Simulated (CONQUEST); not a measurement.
Crystal: BAs.

```
CELL_PARAMETERS angstrom
3.37785 0.00000 0.00000
0.00000 3.37785 0.00000
0.00000 0.00000 4.77700
ATOMIC_POSITIONS crystal
As 0.00000 0.50000 0.25000
As 0.50000 0.00000 0.75000
B 0.00000 0.00000 0.00000
B 0.50000 0.50000 0.50000
```

Base run:

```yaml
Program: CONQUEST 1.3
Functional: PBE
Potentials_or_basis: PseudoDojo NC PBE, DZP, grid cutoff 120 Ha
k_mesh: 8 × 8 × 6
Occupations: fermi-dirac, width 0.05 eV
Spin: no spin polarisation
```

Its results: band gap on the k mesh 1.22 eV; pressure 5.3 GPa.

**Question.** After a change of settings the same cell gave: band gap on the k mesh 3.04 eV; pressure 12.3 GPa. Which change was it?
A. potentials or basis from PseudoDojo NC PBE, DZP, grid cutoff 120 Ha to PseudoDojo NC PBE, DZ, grid cutoff 120 Ha
B. potentials or basis from PseudoDojo NC PBE, DZP, grid cutoff 120 Ha to PseudoDojo NC PBE, SZP, grid cutoff 120 Ha
C. potentials or basis from PseudoDojo NC PBE, DZP, grid cutoff 120 Ha to PseudoDojo NC PBE, SZ, grid cutoff 120 Ha

**Answer.** C.

Caveats: the basis of atomic orbitals isn't converged, which shifts pressures, moduli and gaps; the real-space grid breaks the cell's symmetry a little; the box holds several primitive cells, so bands are folded and the points are those of the box's own zone (some runs); the atomic basis is small (some runs).
